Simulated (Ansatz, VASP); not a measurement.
One calculation of HfN, two programs

```
CELL_PARAMETERS angstrom
0.00000 2.45482 2.45482
2.38118 0.00000 2.45482
2.38118 2.45482 0.00000
ATOMIC_POSITIONS crystal
Hf 0.00000 0.00000 0.00000
N 0.75000 0.75000 0.75000
```

Change from the starting cell: strain -0.0300 x Voigt [1, 0, 0, 0, 0, 0], atoms carried along.

Alike in both runs: task single point; functional PBEsol; k mesh 16 × 16 × 16; occupations gaussian, width 0.15 eV; no spin polarisation.

```csv
,VASP,Ansatz
version,VASP 6.6.1,Ansatz 0.2.0
potentials or method,"VASP PAW PBE potentials, release 64 (Hf_pv, N)","scalar-relativistic, plane waves, PAW"
plane-wave cutoff (eV),520,420
valence electrons in the cell,15,31
```

```csv
,VASP,Ansatz,Ansatz less VASP
gap on the k mesh at the Fermi level (eV),none,none,-
pressure (GPa),0.0,0.8,+0.84
largest component of the traceless stress (GPa),2.91,2.92,+0.005
```

A gap of «none» marks a metal or a gap that the smearing closes. The two sets of potentials don't hold the same shells in valence.

Caveats: the PAW data sets were made with another functional, which shifts forces and pressure a little (VASP). The runs have no spin-orbit coupling, so splittings on Hf are missing.
